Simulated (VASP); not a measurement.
## Sn: relaxation of cell and atoms with r2SCAN

The system is Sn.

```
CELL_PARAMETERS angstrom
-2.94014 2.94014 1.59930
2.94014 -2.94014 1.59930
2.94014 2.94014 -1.59930
ATOMIC_POSITIONS crystal
Sn 0.00000 0.00000 0.00000
Sn 0.75000 0.25000 0.50000
```

```
Program                : VASP 6.6.1
Task                   : relaxation of cell and atoms
Functional             : r2SCAN
Potentials or basis    : VASP PAW PBE potentials, release 64 (Sn_d)
Cutoff                 : 600 eV
k mesh                 : 9 × 9 × 9
Occupations            : methfessel-paxton, width 0.1 eV
Spin                   : no spin polarisation
Further INCAR settings : ALGO = Normal; EDIFF = 1e-06; IBRION = 2; EDIFFG = -0.01; NSW = 60; ISIF = 3
```

| Item | Value |
| --- | --- |
| Relaxed volume | 27.61 Å³/atom |
| Relaxed cell | a = 4.458 Å, b = 4.458 Å, c = 4.458 Å, α = 97.32°, β = 97.32°, γ = 138.16° |
| Space group after relaxing (to 0.05 Å) | I4_1/amd (No. 141) |
| Energy gained by relaxing | 0.1 meV/atom |
| Ionic steps | 4 |
| Pressure after relaxing | 0.0 GPa |
| Band gap on the k mesh | none (metal or under the smearing width) |

Step by step:
| step | energy change (eV) | largest force (eV/Å) | pressure (GPa) | volume (Å³) |
| --- | --- | --- | --- | --- |
| 1 | 0.0000 | 0.0000 | -0.09 | 55.30 |
| 2 | -0.0002 | 0.0000 | 0.03 | 55.18 |
| 3 | -0.0002 | 0.0000 | 0.08 | 55.12 |
| 4 | -0.0003 | 0.0000 | -0.02 | 55.22 |

Final structure:
```yaml
crystal:
  lattice:
    - [-2.94478, 2.94478, 1.59193]
    - [2.94478, -2.94478, 1.59193]
    - [2.94478, 2.94478, -1.59193]
  atoms:
    - { symbol: Sn, position: [0.00000, 0.00000, 0.00000] }
    - { symbol: Sn, position: [0.75000, 0.25000, 0.50000] }
```

Levels at points of the mesh, in eV from the Fermi level:
| k point | band 12 | band 13 | band 14 | band 15 | band 16 | band 17 |
| --- | --- | --- | --- | --- | --- | --- |
| (0.00, 0.00, 0.00) | -3.81 | -2.17 | -2.17 | 3.33 | 6.38 | 6.38 |

It took 7.3 min on 1 thread of Intel(R) Xeon(R) 6975P-C (Granite Rapids) (shared host), peak memory 0.28 GiB.

Caveat: the PAW data sets were made with another functional, which shifts forces and pressure a little.
